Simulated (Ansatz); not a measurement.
# BP (F-43m), an elastic constant from a strain scan

Method: Ansatz, DFT r2SCAN, scalar-relativistic, plane waves, PAW. Cutoff 500 eV, Γ-centred 10×10×10 k-points, Gaussian smearing of 0.05 eV. No spin polarisation. Energies are free energies at this smearing, counted from the undisturbed cell; pressure is positive in compression.

The starting cell (as given, not relaxed at this level; it stands at -0.2 GPa):

```
B P
1.0
     0.00000    2.26900    2.26900
     2.26900    0.00000    2.26900
     2.26900    2.26900    0.00000
B P
1 1
Direct
  0.00000 0.00000 0.00000
  0.75000 0.75000 0.75000
```

The cell is strained by ε times the Voigt pattern (0, 1, 0, 0, 0, 0) (xx, yy, zz, yz, xz, xy; engineering shear) with fractional coordinates fixed. The cell holds 2 atoms in V0 = 23.36 Å³. The stress column is τ = (1/V0) dE/dε, got from the stress tensor σ (compression positive) at each point as −det(1 + εP) σ : P(1 + εP)⁻¹, with P the pattern as a tensor.

```
      ε  ΔE (meV/atom)  τ (GPa)
-0.0200          5.098   -7.208
-0.0150          2.812   -5.335
-0.0100          1.205   -3.482
-0.0050          0.270   -1.649
 0.0000          0.000    0.164
 0.0050          0.387    1.957
 0.0100          1.424    3.730
 0.0150          3.104    5.482
 0.0175          4.182    6.351
 0.0200              ?        ?
```

Problem. Which combination of elastic constants does this scan measure, and how large is it?

Solution. For small ε, τ = τ0 + Kε with K = pᵀCp, which for this pattern is C11 in the cubic axes. The parabola through τ at ε = -0.0050, 0 and 0.0050 has slope K = 361 GPa at zero. The energies per cell, E = NΔE, of the same two points give K = 2[E(ε₊)/ε₊ − E(ε₋)/ε₋]/[(ε₊ − ε₋)V0] = 360 GPa, in agreement.

Problem. Predict the withheld row at ε = 0.0200 from the harmonic law, and compare.

Solution. ΔE = V0(τ0 ε + Kε²/2)/N = 5.498 meV/atom and τ = 7.38 GPa. The calculation gives 5.419 meV/atom and 7.21 GPa, a miss of 1.4 % of the harmonic energy, so the harmonic law still holds here.